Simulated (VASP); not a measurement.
**InSb (CsCl), PBE single-point calculation: Ansatz's output and VASP's**

```cif
data_structure
_symmetry_space_group_name_H-M 'P 1'
_symmetry_Int_Tables_number 1
_cell_length_a 3.7690
_cell_length_b 3.7690
_cell_length_c 3.7690
_cell_angle_alpha 90.000
_cell_angle_beta 90.000
_cell_angle_gamma 90.000
_cell_volume 53.54
loop_
_atom_site_label
_atom_site_type_symbol
_atom_site_fract_x
_atom_site_fract_y
_atom_site_fract_z
_atom_site_occupancy
In1 In 0.00000 0.00000 0.00000 1
Sb1 Sb 0.50000 0.50000 0.50000 1
```

Ansatz printed

```
SCF 1 converged in 6 iterations: F = -12082.096503 eV  dr2 = 2.03e-8
  greatest PAW one-centre occupation: 0.996 electrons in one spin orbital (limit 2), on the Sb atom at site 1 (counted from 0), in its partial waves of l = 2
NSCF: frozen V_eff on 62 k-points
SCF converged after 6 iterations
Free energy (F): -12082.096503 eV
Harris-Foulkes:  -12082.096503 eV  (|F-HF|=2.25e-8)
Internal energy: -12082.095375 eV  (E = F + TS)
E sigma→0 (E₀):  -12082.095939 eV
Entropy (-TS):   -0.001128 eV (-0.564 meV/atom)
Fermi energy:    10.710469 eV
--- Per-component energies (eV) ---
  E_band       = -171.586118
  E_kinetic    = 447.974794
  E_local      = -2528.516486  (includes V_loc(G=0)·N_el)
  E_nonlocal   = 728.078648
  E_hartree    = 1084.882841
  E_xc         = -354.357761
  E_vxc        = -196.124737  (∫ρ·V_xc dr)
  E_paw        = -8727.206203  (= ΣΔE_a)
  E_vpaw       = -792.772361  (= ΣTr[D̂ρ^β])
  E_aug_tail   = 0.000024  (compensation charges beyond the density's cutoff)
  E_ewald      = -2732.951233
  E_smearing   = -0.001128  (= −TS)
  E_closure    = 0.000000  (closes the sum)
  Σ components = -12082.096503   (vs F -12082.096503, Δ=0.00e0)
--- Forces (eV/Å), atoms counted from 1 ---
  atom   1  In    -0.00000000    -0.00000000     0.00000000
  atom   2  Sb     0.00000000     0.00000000     0.00000000
  max |Σ_I F_I| component: 4.79e-29 eV/Å
--- Stress (GPa, compression-positive) ---
        1.237311      -0.000000      -0.000000
        0.000000       1.237311       0.000000
        0.000000       0.000000       1.237311
  P = ⅓ Tr σ = 1.2373 GPa (12.373 kbar)
--- Band table (eV; the first three rows and the last of 35) ---
  k-point 0: bands = ["-18.3127", "-18.3127", "-18.2972", "-18.2972", "-18.2972", "-3.8256", "-3.8256", "-3.7099", "-3.7099", "-3.7099", "-0.7808", "8.6997", "10.0756", "10.0756", "10.0756", "14.8335", "14.8335", "19.2182"]
  k-point 1: bands = ["-18.3126", "-18.3097", "-18.2980", "-18.2980", "-18.2971", "-3.8246", "-3.8101", "-3.7173", "-3.7173", "-3.7096", "-0.6280", "7.5750", "10.2550", "10.2550", "10.5783", "14.9591", "15.8611", "18.3287"]
  k-point 2: bands = ["-18.3123", "-18.3023", "-18.3000", "-18.3000", "-18.2969", "-3.8220", "-3.7729", "-3.7351", "-3.7351", "-3.7090", "-0.1857", "5.8264", "10.7692", "10.7692", "11.2280", "15.3312", "16.2759", "16.9038"]
  k-point 34: bands = ["-18.3086", "-18.3086", "-18.3086", "-18.2804", "-18.2804", "-3.8206", "-3.8206", "-3.8206", "-3.6417", "-3.6417", "3.1018", "8.3536", "8.5765", "8.5765", "8.5765", "10.2936", "10.2936", "10.2936"]
```

Each program uses its own PAW datasets. VASP's cell holds 18 valence electrons and Ansatz's 28. Ansatz's stress includes a Pulay correction; VASP's doesn't. Ansatz solved a whole band path, VASP its corner points and band edges.

**Question.** What does VASP give for the same cell and level of theory?

**Answer.** gap between bands v and c -3.47 eV (bands overlap: a metal); least direct gap 0.00 eV; pressure 1.2 GPa.

From OUTCAR

```
k-points           NKPTS =     35   k-points in BZ     NKDIM =     35   number of bands    NBANDS=     16

   NELECT =      18.0000    total number of electrons

   dimension x,y,z NGX =    28 NGY =   28 NGZ =   28
   dimension x,y,z NGXF=    56 NGYF=   56 NGZF=   56

  energy-cutoff  :      520.00
  volume of cell :       53.54
      direct lattice vectors                 reciprocal lattice vectors
     3.768976179  0.000000000  0.000000000     0.265324044  0.000000000  0.000000000
     0.000000000  3.768976179  0.000000000     0.000000000  0.265324044  0.000000000
     0.000000000  0.000000000  3.768976179     0.000000000  0.000000000  0.265324044

 k-points in reciprocal lattice and weights: KPOINTS created by Atomic Simulation Env
   0.00000000  0.00000000  0.00000000       0.002
   0.12500000  0.00000000  0.00000000       0.012
   0.25000000  0.00000000  0.00000000       0.012
   0.37500000  0.00000000  0.00000000       0.012
   0.50000000  0.00000000  0.00000000       0.006
   0.12500000  0.12500000  0.00000000       0.023
   0.25000000  0.12500000  0.00000000       0.047
   0.37500000  0.12500000  0.00000000       0.047
   ...

 E-fermi :   7.7870

 k-point     1 :       0.0000    0.0000    0.0000
  band No.  band energies     occupation
      1      -6.7467      2.00000
      2      -6.7467      2.00000
      3      -6.6313      2.00000
      4      -6.6313      2.00000
      5      -6.6313      2.00000
      6      -3.7014      2.00000
      7       5.7805      2.00000
      8       7.1524      2.00000
      9       7.1524      2.00000
     10       7.1524      2.00000
     11      11.8896      0.00000
     12      11.8896      0.00000
     13      16.2965      0.00000
     14      16.2965      0.00000
     15      16.2965      0.00000
     16      20.0142      0.00000

 k-point     2 :       0.1250    0.0000    0.0000
  band No.  band energies     occupation
      1      -6.7455      2.00000
      2      -6.7311      2.00000
      3      -6.6386      2.00000
      4      -6.6386      2.00000
      5      -6.6309      2.00000
      6      -3.5487      2.00000
      7       4.6534      2.00000
      8       7.3319      2.00000
      9       7.3319      2.00000
     10       7.6570      1.99700
     11      12.0135      0.00000
     12      12.9074      0.00000
     13      15.4042      0.00000
     14      15.5279      0.00000
     15      15.5279      0.00000
     16      18.7814      0.00000

 k-point     3 :       0.2500    0.0000    0.0000
  band No.  band energies     occupation
      1      -6.7427      2.00000
      2      -6.6937      2.00000
      3      -6.6562      2.00000
      4      -6.6562      2.00000
      5      -6.6300      2.00000
      6      -3.1066      2.00000
      7       2.9028      2.00000
      8       7.8466      0.09672
      9       7.8466      0.09672
     10       8.3074      0.00000
     11      12.3799      0.00000
     12      13.3513      0.00000
     13      13.9566      0.00000
     14      13.9566      0.00000
     15      15.6491      0.00000
     16      17.0344      0.00000

 k-point     4 :       0.3750    0.0000    0.0000
  band No.  band energies     occupation
      1      -6.7399      2.00000
      2      -6.6735      2.00000
      3      -6.6735      2.00000
      4      -6.6566      2.00000
      5      -6.6291      2.00000
      6      -2.4666      2.00000
      7       1.3742      2.00000
      8       8.5859      0.00000
      9       8.5859      0.00000
     10       9.1348      0.00000
     11      11.7164      0.00000
     12      12.4455      0.00000
     13      12.4455      0.00000
     14      12.9489      0.00000
     15      15.6132      0.00000
     16      18.6021      0.00000

 k-point     5 :       0.5000    0.0000    0.0000
  band No.  band energies     occupation
      1      -6.7388      2.00000
      2      -6.6807      2.00000
      3      -6.6807      2.00000
      4      -6.6414      2.00000
      5      -6.6288      2.00000
      6      -2.0538      2.00000
      7       0.6535      2.00000
      8       9.0698      0.00000
      9       9.0698      0.00000
     10      10.1140      0.00000
     11      10.4226      0.00000
     12      11.6907      0.00000
     13      11.6907      0.00000
     14      13.3849      0.00000
     15      14.8909      0.00000
     16      20.5918      0.00000

 k-point     6 :       0.1250    0.1250    0.0000
  band No.  band energies     occupation
      1      -6.7373      2.00000
      2      -6.7223      2.00000
      3      -6.6476      2.00000
      4      -6.6395      2.00000
      5      -6.6365      2.00000
      6      -3.3945      2.00000
      7       4.3410      2.00000
      8       6.1895      2.00000
      9       7.5057      2.00000
     10       8.7273      0.00000
     11      12.6335      0.00000
     12      13.3335      0.00000
     13      13.8428      0.00000
     14      15.1213      0.00000
     15      15.8832      0.00000
     16      18.3152      0.00000

 ...

  Total        0.3932553      0.3932553      0.3932553      0.0000000     -0.0000000      0.0000000
  in kB       11.7683354     11.7683354     11.7683354      0.0000000     -0.0000000      0.0000000
  external PRESSURE =      11.7683354 kB  Pullay stress =       0.0000000 kB

 POSITION                                       TOTAL-FORCE (eV/Angst)
 -----------------------------------------------------------------------------------
      0.00000      0.00000      0.00000         0.000000      0.000000      0.000000
      1.88449      1.88449      1.88449         0.000000      0.000000      0.000000
 -----------------------------------------------------------------------------------
    total drift:                               -0.000000      0.000000     -0.000000

  FREE ENERGIE OF THE ION-ELECTRON SYSTEM (eV)
  ---------------------------------------------------
  free  energy   TOTEN  =        -6.4639079732 eV

  energy  without entropy=       -6.4627853303  energy(sigma->0) =       -6.46334665
```
